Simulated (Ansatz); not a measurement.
What does Ansatz print for the nuclei with this input?

The cell is a computed structure from the Materials Project (it need not be an observed phase), atoms as given.

```yaml
crystal:
  lattice:
    - [-2.0508216177, 4.4802580198, 3.8179129367]
    - [2.0508216177, -4.4802580198, 3.8179129367]
    - [2.0508216177, 4.4802580198, -3.8179129367]
  atoms:
    - { symbol: Be, position: [0.25, 0.75, 0.5] }
    - { symbol: Be, position: [0.75, 0.25, 0.5] }
    - { symbol: Be, position: [0.168630625, 0.621827355, 0.79045798] }
    - { symbol: Be, position: [0.668630625, 0.878172645, 0.54680327] }
    - { symbol: Be, position: [0.331369375, 0.121827355, 0.45319673] }
    - { symbol: Be, position: [0.831369375, 0.378172645, 0.20954202] }
    - { symbol: H, position: [0.56318209, 0.37686836, 0.63663296] }
    - { symbol: H, position: [0.2597646, 0.07345087, 0.63663296] }
    - { symbol: H, position: [0.7597646, 0.12313164, 0.18631373] }
    - { symbol: H, position: [0.93681791, 0.57345087, 0.81368627] }
    - { symbol: H, position: [0.68851873, 0.2244509, 0.91296963] }
    - { symbol: H, position: [0.18851873, 0.2755491, 0.46406783] }
    - { symbol: H, position: [0.31148127, 0.7755491, 0.08703037] }
    - { symbol: H, position: [0.81148127, 0.7244509, 0.53593217] }
    - { symbol: H, position: [0.06318209, 0.42654913, 0.18631373] }
    - { symbol: H, position: [0.2402354, 0.87686836, 0.81368627] }
    - { symbol: H, position: [0.7402354, 0.92654913, 0.36336704] }
    - { symbol: H, position: [0.43681791, 0.62313164, 0.36336704] }
kpoints:
  mp_grid: { grid: [8, 8, 8] }
scf:
  occupations: { method: fermi_dirac, width: 0.02 }
hamiltonian:
  xc: r2scan
  pseudopotentials: { kind: paw }
output:
  forces: true
  stress: true
  populations: true
  efg:
    quadrupole_moments_barn: { Be: 0.05288, H: 0.00285783 }
    contact_densities: true
```

```sh
ansatz run input.yaml --threads 1 --pin off --max-ram 2560MiB --backend cpu --events-out ev --progress --plain --runs-dir out
```

Of the output, the block on the nuclei alone is shown; the set-up, the SCF iterations, energies, forces and stress are cut. One atom of each set with nearly equal values is shown.

```
--- PAW observables at the nuclei: V_zz in 10²¹ V/m², potentials from the cell's mean, atoms counted from 1 ---
  atom   1  Be V_zz =    -0.053411   η = 0.1392   by run symmetry: allowed   C_q = -0.0683 MHz
            electrostatic potential = -235.427186 V   contact ρ = 237.809834 e/Å³
  atom   3  Be V_zz =    +0.046438   η = 0.9041   by run symmetry: allowed   C_q = +0.0594 MHz
            electrostatic potential = -235.374216 V   contact ρ = 237.816490 e/Å³
  atom   7  H  V_zz =    +1.340061   η = 0.3965   by run symmetry: allowed   C_q = +0.0926 MHz
            electrostatic potential = -36.987412 V   contact ρ = 3.188009 e/Å³
  atom  11  H  V_zz =    +1.392640   η = 0.3631   by run symmetry: allowed   C_q = +0.0962 MHz
            electrostatic potential = -36.792376 V   contact ρ = 3.190812 e/Å³
```

Hardware: 1 thread of Arm Neoverse V2 (aarch64; 28 cores open to the job, memory cap 2.5 GiB, no GPU), a shared host with a load of 0.8 a core. Wall time 52 s, CPU time 52 s, peak memory 1.1 GiB.
